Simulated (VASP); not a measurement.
# Rh (Im-3m) in VASP: RPA correlation energy with PBE

Aim: the RPA correlation energy of Rh with PBE.

Program: VASP 6.6.1. These are calculated values, not measurements. Logs are shortened: lines on timing, memory, paths and dates and some standing lists are left out, and cuts for length are marked.

**1. The crystal as given**

It takes space group Im-3m (No. 229, cubic). The conventional cell has a = 3.028 Å, b = 3.028 Å, c = 3.028 Å, α = 90.00°, β = 90.00°, γ = 90.00°. Rh (site symmetry m-3m) has 8 Rh at 2.62 Å as nearest neighbours.

This isn't the form of Rh at room conditions, which is fcc.

**2. RPA correlation energy, PBE**

File POSCAR:

```
Rh
1.0
   -1.5138500000      1.5138500000      1.5138500000
    1.5138500000     -1.5138500000      1.5138500000
    1.5138500000      1.5138500000     -1.5138500000
Rh
1
Direct
    0.0000000000      0.0000000000      0.0000000000
```

File INCAR.step1:

```
PREC = Accurate
ENCUT = 450
EDIFF = 1E-8
ISMEAR = 0
SIGMA = 0.05
LREAL = F
LASPH = T
NELM = 80
ALGO = Normal
LWAVE = T
LCHARG = F
GGA = PE
```

File INCAR.step2:

```
PREC = Accurate
ENCUT = 450
EDIFF = 1E-8
ISMEAR = 0
SIGMA = 0.05
LREAL = F
LASPH = T
NELM = 1
ALGO = EIGENVAL
LWAVE = F
LCHARG = F
GGA = PE
LHFCALC = T
AEXX = 1.0
ALDAC = 0.0
AGGAC = 0.0
ISTART = 1
PRECFOCK = Fast
```

File INCAR.step3:

```
PREC = Accurate
ENCUT = 450
EDIFF = 1E-8
ISMEAR = 0
SIGMA = 0.05
LREAL = F
LASPH = T
NELM = 1
ALGO = Exact
LWAVE = T
LCHARG = F
GGA = PE
NBANDS = 321
LOPTICS = T
ISTART = 1
```

File INCAR.step4:

```
PREC = Accurate
ENCUT = 450
EDIFF = 1E-8
ISMEAR = 0
SIGMA = 0.05
LREAL = F
LASPH = T
NELM = 80
ALGO = ACFDT
LWAVE = F
LCHARG = F
GGA = PE
NBANDS = 321
ENCUTGW = 250
NOMEGA = 12
ISTART = 1
PRECFOCK = Fast
```

File KPOINTS:

```
Automatic mesh
0
Gamma
  8 8 8
```

Potentials or basis: VASP PAW PBE potentials, release 64 (Rh_GW).

Run with:

```console
$ cat potpaw_PBE.64/Rh_GW/POTCAR > POTCAR
$ cp INCAR.step1 INCAR
$ mpirun -np 1 vasp_std > vasp.out
$ cp INCAR.step2 INCAR
$ mpirun -np 1 vasp_std > vasp.out
$ cp INCAR.step3 INCAR
$ mpirun -np 1 vasp_std > vasp.out
$ cp INCAR.step4 INCAR
$ mpirun -np 1 vasp_std > vasp.out
```

OUTCAR:

```text
PREC = Accurate
   ENCUT = 450
   EDIFF = 1E-8
   ISMEAR = 0
   LREAL = F
   LASPH = T
   NELM = 80
   GGA = PE
   ENCUTGW = 250
   ISTART = 1
   PRECFOCK = Fast

 ion  position               nearest neighbor table
   1  0.000  0.000  0.000-

  LATTYP: Found a body centered cubic cell.
 ALAT       =     3.0277000000

  Lattice vectors:

 A1 = (  -1.5138500000,   1.5138500000,   1.5138500000)
 A2 = (   1.5138500000,  -1.5138500000,   1.5138500000)
 A3 = (   1.5138500000,   1.5138500000,  -1.5138500000)

Analysis of symmetry for initial positions (statically):
=====================================================================
 Subroutine PRICEL returns:
 Original cell was already a primitive cell.

 Routine SETGRP: Setting up the symmetry group for a
 body centered cubic supercell.

 Subroutine GETGRP returns: Found 48 space group operations
 (whereof 48 operations were pure point group operations)
 out of a pool of 48 trial point group operations.

The static configuration has the point symmetry O_h .

Analysis of symmetry for dynamics (positions and initial velocities):
=====================================================================
 Subroutine PRICEL returns:
 Original cell was already a primitive cell.

 Routine SETGRP: Setting up the symmetry group for a
 body centered cubic supercell.

 Subroutine GETGRP returns: Found 48 space group operations
 (whereof 48 operations were pure point group operations)
 out of a pool of 48 trial point group operations.

The dynamic configuration has the point symmetry O_h .

 Subroutine INISYM returns: Found 48 space group operations
 (whereof 48 operations are pure point group operations),
 and found     1 'primitive' translations

----------------------------------------------------------------------------------------

                                     Primitive cell

  volume of cell :      13.8774

  direct lattice vectors                    reciprocal lattice vectors
    -1.513850000  1.513850000  1.513850000     0.000000000  0.330283714  0.330283714
     1.513850000 -1.513850000  1.513850000     0.330283714  0.000000000  0.330283714
     1.513850000  1.513850000 -1.513850000     0.330283714  0.330283714  0.000000000

  length of vectors
     2.622065115  2.622065115  2.622065115     0.467091707  0.467091707  0.467091707

  position of ions in fractional coordinates (direct lattice)
     0.000000000  0.000000000  0.000000000

  ion indices of the primitive-cell ions
   primitive index   ion index
                 1           1

----------------------------------------------------------------------------------------

 KPOINTS: Automatic mesh

Automatic generation of k-mesh.
 Grid dimensions read from file:
 generate k-points for:    8    8    8

 Generating k-lattice:

  Cartesian coordinates                     Fractional coordinates (reciprocal lattice)
     0.000000000  0.041285464  0.041285464     0.125000000  0.000000000  0.000000000
     0.041285464  0.000000000  0.041285464     0.000000000  0.125000000  0.000000000
     0.041285464  0.041285464  0.000000000     0.000000000  0.000000000  0.125000000

  Length of vectors
     0.058386463  0.058386463  0.058386463

  Shift w.r.t. Gamma in fractional coordinates (k-lattice)
     0.000000000  0.000000000  0.000000000

 Subroutine IBZKPT returns following result:
 ===========================================

 Found     29 irreducible k-points:

 Following reciprocal coordinates:
            Coordinates               Weight
  0.000000  0.000000  0.000000      1.000000
  0.125000  0.000000  0.000000     12.000000
  0.250000  0.000000  0.000000     12.000000
  0.375000  0.000000  0.000000     12.000000
  0.500000  0.000000  0.000000      6.000000
  0.125000  0.125000  0.000000     24.000000
[... 16 lines left out ...]
 -0.250000  0.250000  0.250000      6.000000
 -0.375000  0.375000  0.250000     24.000000
 [... further k-points ...]
   k-points           NKPTS =     29   k-points in BZ     NKDIM =    512   number of bands    NBANDS=    321
   number of dos      NEDOS =    301   number of ions     NIONS =      1
   total plane-waves  NPLWV =   5832
   dimension x,y,z NGX =    18 NGY =   18 NGZ =   18
   dimension x,y,z NGXF=    36 NGYF=   36 NGZF=   36
   ions per type =               1
   NGX,Y,Z   is equivalent  to a cutoff of  11.41, 11.41, 11.41 a.u.
   NGXF,Y,Z  is equivalent  to a cutoff of  22.82, 22.82, 22.82 a.u.
 SYSTEM =  unknown system
   PREC   = accura    normal or accurate (medium, high low for compatibility)
   ISTART =      1    job   : 0-new  1-cont  2-samecut
   ICHARG =      0    charge: 1-file 2-atom 10-const
   ISPIN  =      1    spin polarized calculation?
   LNONCOLLINEAR =      F non collinear calculations
   LSORBIT =      F    spin-orbit coupling
   LASPH  =      T    aspherical Exc in radial PAW
   ENCUT  =  450.0 eV  33.07 Ry    5.75 a.u.   4.54  4.54  4.54*2*pi/ulx,y,z
   NELM   =     80;   NELMIN=  2; NELMDL=  0     # of ELM steps
   EDIFF  = 0.1E-07   stopping-criterion for ELM
   LREAL  =      F    real-space projection
   EDIFFG = 0.1E-06   stopping-criterion for IOM
   NSW    =      0    number of steps for IOM
   IBRION =     -1    ionic relax: 0-MD 1-quasi-New 2-CG
   NFREE  =      0    steps in history (QN), initial steepest desc. (CG)
   ISIF   =      0    stress and relaxation
   ISYM   =      3    0-nonsym 1-usesym 2-fastsym
   POTIM  = 0.5000    time-step for ionic-motion
   TEBEG  =    0.0;   TEEND  =   0.0 temperature during run
   PSTRESS=    0.0 pullay stress
   NELECT =       9.0000    total number of electrons
   NUPDOWN=      -1.0000    fix difference up-down
   EMIN   =  10.00;   EMAX   =-10.00  energy-range for DOS
   EFERMI =   0.00;   METHOD = LEGACY
   ISMEAR =     0;   SIGMA  =   0.05  broadening in eV -4-tet -1-fermi 0-gaus
   EFERMI_NEDOS =   21; number of points for ismear=-14 and -15
   IALGO  =     38    algorithm
   IMIX   =      4    mixing-type and parameters
     AMIX     =   0.40;   BMIX     =  1.00
     AMIX_MAG =   1.60;   BMIX_MAG =  1.00
  volume/ion in A,a.u.               =      13.88        93.65
  Fermi-wavevector in a.u.,A,eV,Ry     =   1.417053  2.677842 27.321040  2.008040
  Thomas-Fermi vector in A             =   2.538324
   LORBIT       =      0    0 simple, 1 ext, 2 COOP (PROOUT), +10 PAW based schemes
   GGA     = PE    functional components
   LHFCALC =     T    Hartree Fock is set to
   PRECFOCK=fast      Normal, Fast or Accurate (Low or Medium for compatibility)
   ENCUT4O =  -1.0   cutoff for four orbital integrals eV
   NKREDX  =     1    reduce k-point grid by
   NKREDY  =     1    reduce k-point grid by
   NKREDZ  =     1    reduce k-point grid by
   AEXX    =    1.0000 exact exchange contribution
   HFSCREEN=    0.0000 screening length (either q_TF or 0.3 A-1)
   HFSCREENC=   0.0000 screening length for correlation (either q_TF or 0.3 A-1)
   ENCUTFOCK=  -1.0 apply spherical cutoff to Coloumb kernel
   IVDW    =     0    specifies the selected vdW correction
   LEPSILON=     F    determine dielectric tensor
   LRPA    =     F    only Hartree local field effects (RPA)
   LRPAFORCE           =     F    calculate RPA forces
   ENCUTGW             = 250.0    cutoff for response function in eV
   ENCUTGWSOFT         = 200.0    soft cutoff for Coulomb kernel in GW response function in eV
   ENCUTLF             =  -1.0    cutoff for local field effects
   NELMGW              =     1    number of iterations in solving QP/BSE equation
   NELMHF              =     1    number of iterations in the inner HF iteration
   NKREDLFX            =     1    NKREDLFY  =   1   NKREDLFZ  =   1
 non-spin polarized calculation
 Gauss-broadening in eV      SIGMA  =   0.05
  energy-cutoff  :      450.00
  volume of cell :       13.88
 maximum number of plane-waves:       321
  NGX = 12; NGY = 12; NGZ = 12
   NGX =  9   NGY =  9   NGZ =  9
 maximum number of plane-waves:       140

      cutoff energy     smooth cutoff   RPA   correlation   Hartree contr. to MP2
---------------------------------------------------------------------------------
            250.000           200.000      -17.9712481438      -90.4501798610
            238.095           190.476      -17.9360318512      -90.4082530853
            226.757           181.406      -17.8985588030      -90.3637558296
            215.959           172.768      -17.8587031207      -90.3169359170
            205.676           164.541      -17.8164714075      -90.2678873001
            195.882           156.705      -17.7716276969      -90.2162429824
            186.554           149.243      -17.7241054067      -90.1617246317
            177.670           142.136      -17.6734439226      -90.1036952575
  linear regression
  converged value                          -18.4143501299      -90.9639729567
```

OUTCAR.step1:

```text
PREC = Accurate
   ENCUT = 450
   EDIFF = 1E-8
   ISMEAR = 0
   LREAL = F
   LASPH = T
[... 479 lines left out ...]

 POSITION                                       TOTAL-FORCE (eV/Angst)
 -----------------------------------------------------------------------------------
      0.00000      0.00000      0.00000        -0.000000      0.000000     -0.000000
 -----------------------------------------------------------------------------------
    total drift:                                0.000000      0.000000      0.000000

  FREE ENERGIE OF THE ION-ELECTRON SYSTEM (eV)
  ---------------------------------------------------
  free  energy   TOTEN  =        -6.9010719366 eV

  energy  without entropy=       -6.8974626906  energy(sigma->0) =       -6.89926731
```

It took 16 min on 1 thread of Intel Xeon 6975P-C (Granite Rapids), shared host; peak memory 1.1 GiB.

What came out:

| Item | Value |
| --- | --- |
| Band gap on the k mesh, mean-field level | none (metal or under the smearing width) |
| RPA correlation energy | -18.414 eV/atom |
| RPA total energy per cell | -30.685 eV |
| RPA correlation energy per cell | -18.414 eV |

Levels at points of the mesh, in eV from the Fermi level:
| k point | band 2 | band 3 | band 4 | band 5 | band 6 | band 7 |
| --- | --- | --- | --- | --- | --- | --- |
| (0.00, 0.00, 0.00) | -2.90 | -2.90 | -2.90 | -0.43 | -0.43 | 18.30 |
| (0.50, 0.00, 0.00) | -4.43 | -0.48 | -0.07 | 1.37 | 1.65 | 9.48 |
| (0.50, 0.50, 0.50) | -5.85 | 1.14 | 1.14 | 1.14 | 9.52 | 9.52 |

Caveat: the k mesh is coarse (spacing up to 0.37 Å⁻¹), so the values aren't converged; the ground state has no gap, which makes the many-body step unreliable.
